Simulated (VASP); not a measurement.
# InP (F-43m) in VASP: further runs

Runs on InP. Level: PBE. Tasks: single point.

Program: VASP 6.6.1. These are calculated values, not measurements. Logs are shortened: lines on timing, memory, paths and dates and some standing lists are left out, and cuts for length are marked.

## Step 1: Starting point

The structure is cubic, space group F-43m (No. 216). Conventional cell: a = 5.861 Å, b = 5.861 Å, c = 5.861 Å, α = 90.00°, β = 90.00°, γ = 90.00°. In (site symmetry -43m) is surrounded by 4 P at 2.54 Å. Around P (site symmetry -43m) lie 4 In at 2.54 Å.

## Step 2: Single point, PBE

File INCAR:

```
PREC = Accurate ; ENCUT = 800
EDIFF = 1E-7 ; ISMEAR = 0
SIGMA = 0.05 ; LREAL = False
LASPH = True ; NELM = 100
ALGO = Normal ; ISIF = 2
LWAVE = False ; LCHARG = False
GGA = PE ; NBANDS = 16
ADDGRID = False
```

File KPOINTS:

```
regular mesh
0
Gamma
  3 3 3
```

File POSCAR:

```
InP
1.0
    0.0000000000      2.9305000000      2.9305000000
    2.9305000000      0.0000000000      2.9305000000
    2.9305000000      2.9305000000      0.0000000000
In P
1 1
Direct
    0.0000000000      0.0000000000      0.0000000000
    0.7500000000      0.7500000000      0.7500000000
```

Potentials or basis: VASP PAW PBE potentials, release 64 (In_d, P_h).

On the command line:

```
$ cat potpaw_PBE.64/In_d/POTCAR potpaw_PBE.64/P_h/POTCAR > POTCAR
$ mpirun -np 1 vasp_std > vasp.out
```

OUTCAR:

```text
PREC = Accurate
   ENCUT = 800
   EDIFF = 1E-7
   ISMEAR = 0
   LREAL = False
   LASPH = True
   NELM = 100
   ISIF = 2
   GGA = PE

 Found      4 irreducible k-points:

 Following reciprocal coordinates:
            Coordinates               Weight
  0.000000  0.000000  0.000000      1.000000
  0.333333  0.000000  0.000000      8.000000
  0.333333  0.333333  0.000000      6.000000
 -0.333333  0.333333  0.000000     12.000000
   k-points           NKPTS =      4   k-points in BZ     NKDIM =      4   number of bands    NBANDS=     16
   number of dos      NEDOS =    301   number of ions     NIONS =      2
   total plane-waves  NPLWV =  64000
   dimension x,y,z NGX =    40 NGY =   40 NGZ =   40
   dimension x,y,z NGXF=    80 NGYF=   80 NGZF=   80
   ions per type =               1   1
   NGX,Y,Z   is equivalent  to a cutoff of  16.05, 16.05, 16.05 a.u.
   NGXF,Y,Z  is equivalent  to a cutoff of  32.09, 32.09, 32.09 a.u.
 SYSTEM =  unknown system
   PREC   = accura    normal or accurate (medium, high low for compatibility)
   ISTART =      0    job   : 0-new  1-cont  2-samecut
   ICHARG =      2    charge: 1-file 2-atom 10-const
   ISPIN  =      1    spin polarized calculation?
   LNONCOLLINEAR =      F non collinear calculations
   LSORBIT =      F    spin-orbit coupling
   LASPH  =      T    aspherical Exc in radial PAW
   ENCUT  =  800.0 eV  58.80 Ry    7.67 a.u.   9.56  9.56  9.56*2*pi/ulx,y,z
   NELM   =    100;   NELMIN=  2; NELMDL= -5     # of ELM steps
   EDIFF  = 0.1E-06   stopping-criterion for ELM
   LREAL  =      F    real-space projection
   EDIFFG = 0.1E-05   stopping-criterion for IOM
   NSW    =      0    number of steps for IOM
   IBRION =     -1    ionic relax: 0-MD 1-quasi-New 2-CG
   NFREE  =      0    steps in history (QN), initial steepest desc. (CG)
   ISIF   =      2    stress and relaxation
   ISYM   =      2    0-nonsym 1-usesym 2-fastsym
   POTIM  = 0.5000    time-step for ionic-motion
   TEBEG  =    0.0;   TEEND  =   0.0 temperature during run
   PSTRESS=    0.0 pullay stress
   NELECT =      18.0000    total number of electrons
   NUPDOWN=      -1.0000    fix difference up-down
   EMIN   =  10.00;   EMAX   =-10.00  energy-range for DOS
   EFERMI =   0.00;   METHOD = LEGACY
   ISMEAR =     0;   SIGMA  =   0.05  broadening in eV -4-tet -1-fermi 0-gaus
   EFERMI_NEDOS =   21; number of points for ismear=-14 and -15
   IALGO  =     38    algorithm
   IMIX   =      4    mixing-type and parameters
     AMIX     =   0.40;   BMIX     =  1.00
     AMIX_MAG =   1.60;   BMIX_MAG =  1.00
  volume/ion in A,a.u.               =      25.17       169.83
  Fermi-wavevector in a.u.,A,eV,Ry     =   1.162021  2.195901 18.371846  1.350293
  Thomas-Fermi vector in A             =   2.298587
   LORBIT       =      0    0 simple, 1 ext, 2 COOP (PROOUT), +10 PAW based schemes
   GGA     = PE    functional components
   LHFCALC =     F    Hartree Fock is set to
   AEXX    =    0.0000 exact exchange contribution
   IVDW    =     0    specifies the selected vdW correction
   LEPSILON=     F    determine dielectric tensor
   LRPA    =     F    only Hartree local field effects (RPA)
 non-spin polarized calculation
 Gauss-broadening in eV      SIGMA  =   0.05
  energy-cutoff  :      800.00
  volume of cell :       50.33
 maximum number of plane-waves:      2637
 NGX is ok and might be reduce to    40
   NGX = 19   NGY = 19   NGZ = 19

 number of electron      18.0000001 magnetization

 Free energy of the ion-electron system (eV)
  ---------------------------------------------------
  ext. energy  EPLUGINS =         0.00000000
  ---------------------------------------------------
  free energy    TOTEN  =        -7.98538654 eV

  energy without entropy =       -7.98538654  energy(sigma->0) =       -7.98538654

 E-fermi :   5.7761     XC(G=0):  -9.2632

 val. band max:        5.5193445921   @ k =   0.0000   0.0000   0.0000
 cond. band min:       6.1961783836   @ k =   0.0000   0.0000   0.0000
 fundamental gap:      0.6768337916
 Fermi energy:         5.7760698944

 k-point     1 :       0.0000    0.0000    0.0000
  band No.  band energies     occupation
      1      -8.7964      2.00000
      2      -8.7964      2.00000
      3      -8.7964      2.00000
      4      -8.6503      2.00000
      5      -8.6503      2.00000
      6      -6.0129      2.00000
      7       5.5193      2.00000
      8       5.5193      2.00000
      9       5.5193      2.00000
     10       6.1962      0.00000
     11       9.5242      0.00000
     12       9.5242      0.00000
     13       9.5242      0.00000
     14      14.0652      0.00000
     15      14.8833      0.00000
     16      14.8833      0.00000

 k-point     2 :       0.3333    0.0000    0.0000
  band No.  band energies     occupation
      1      -8.8816      2.00000
      2      -8.7648      2.00000
      3      -8.7648      2.00000
      4      -8.6431      2.00000
      5      -8.6431      2.00000
      6      -4.8877      2.00000
      7       0.9101      2.00000
      8       4.7294      2.00000
      9       4.7294      2.00000
     10       7.1221      0.00000
     11      10.3100      0.00000
     12      10.3100      0.00000
     13      11.7738      0.00000
     14      14.3686      0.00000
     15      14.5433      0.00000
     16      14.5433      0.00000

 k-point     3 :       0.3333    0.3333    0.0000
  band No.  band energies     occupation
      1      -8.9348      2.00000
      2      -8.7197      2.00000
      3      -8.7197      2.00000
      4      -8.6867      2.00000
      5      -8.6241      2.00000
      6      -4.5049      2.00000
      7       1.0258      2.00000
      8       3.5931      2.00000
      9       3.5931      2.00000
     10       7.5010      0.00000
     11       8.3226      0.00000
     12      13.0588      0.00000
     13      13.0588      0.00000
     14      13.1580      0.00000
     15      15.7611      0.00000
     16      18.8325      0.00000

 k-point     4 :      -0.3333    0.3333    0.0000
  band No.  band energies     occupation
      1      -8.9309      2.00000
      2      -8.7366      2.00000
      3      -8.7178      2.00000
      4      -8.6638      2.00000
      5      -8.6382      2.00000
      6      -3.7616      2.00000
      7      -0.0148      2.00000
      8       2.0918      2.00000
      9       3.8262      2.00000
     10       8.0729      0.00000
     11      10.5807      0.00000
     12      12.2480      0.00000
     13      12.6035      0.00000
     14      13.4227      0.00000
     15      14.6618      0.00000
     16      18.6147      0.00000

------------------------ aborting loop because EDIFF is reached ----------------------------------------

  FORCE on cell =-STRESS in cart. coord.  units (eV):
  Direction    XX          YY          ZZ          XY          YZ          ZX
  --------------------------------------------------------------------------------------
  -------------------------------------------------------------------------------------
  Total        1.3153875      1.3153875      1.3153875      0.0000000      0.0000000      0.0000000
  in kB       41.8705946     41.8705946     41.8705946      0.0000000      0.0000000      0.0000000
  external PRESSURE =      41.8705946 kB  Pullay stress =       0.0000000 kB

 VOLUME and BASIS-vectors are now :
 -----------------------------------------------------------------------------
  energy-cutoff  :      800.00
  volume of cell :       50.33
      direct lattice vectors                 reciprocal lattice vectors
     0.000000000  2.930500000  2.930500000    -0.170619348  0.170619348  0.170619348
     2.930500000  0.000000000  2.930500000     0.170619348 -0.170619348  0.170619348
     2.930500000  2.930500000  0.000000000     0.170619348  0.170619348 -0.170619348

 POSITION                                       TOTAL-FORCE (eV/Angst)
 -----------------------------------------------------------------------------------
      0.00000      0.00000      0.00000         0.000000      0.000000      0.000000
      4.39575      4.39575      4.39575        -0.000000     -0.000000     -0.000000
 -----------------------------------------------------------------------------------
    total drift:                                0.000000      0.000000     -0.000000

  FREE ENERGIE OF THE ION-ELECTRON SYSTEM (eV)
  ---------------------------------------------------
  free  energy   TOTEN  =        -7.9853865438 eV

  energy  without entropy=       -7.9853865438  energy(sigma->0) =       -7.98538654
```

It took 7.1 s on 1 thread of Intel Xeon Platinum 8488C (Sapphire Rapids), shared host; peak memory 0.22 GiB.

The run converged, but some of its settings lie outside the range that counts as converged, so its numbers aren't taken as properties of the crystal.

Results:

- Free energy: -7.9854 eV
- Pressure: 4.2 GPa
- Band gap on the k mesh: 0.68 eV, direct

Caveat: the k mesh is coarse (spacing up to 0.62 Å⁻¹), so the values aren't converged; spin-orbit coupling is left out, which moves the levels of the heavy elements.

## Step 3: Single point, PBE

INCAR, as its differences from that of step 2:

```diff
@@ -1,2 +1,2 @@
-PREC = Accurate ; ENCUT = 800
+PREC = Accurate ; ENCUT = 900
 EDIFF = 1E-7 ; ISMEAR = 0
```

KPOINTS is that of step 2.

POSCAR is that of step 2.

Potentials or basis: VASP PAW PBE potentials, release 64 (In_d, P_h).

On the command line:

```
$ cat potpaw_PBE.64/In_d/POTCAR potpaw_PBE.64/P_h/POTCAR > POTCAR
$ mpirun -np 1 vasp_std > vasp.out
```

Wall time 9 s (1 thread of Intel Xeon Platinum 8488C (Sapphire Rapids), shared host); peak memory 0.25 GiB.

These settings aren't checked as converged: the numbers below hold their error.

What came out:

```
Free energy            : -7.9853 eV
Pressure               : 4.3 GPa
Band gap on the k mesh : 0.68 eV, direct
```

Caveat: the k mesh is coarse (spacing up to 0.62 Å⁻¹), so the values aren't converged; spin-orbit coupling is left out, which moves the levels of the heavy elements.
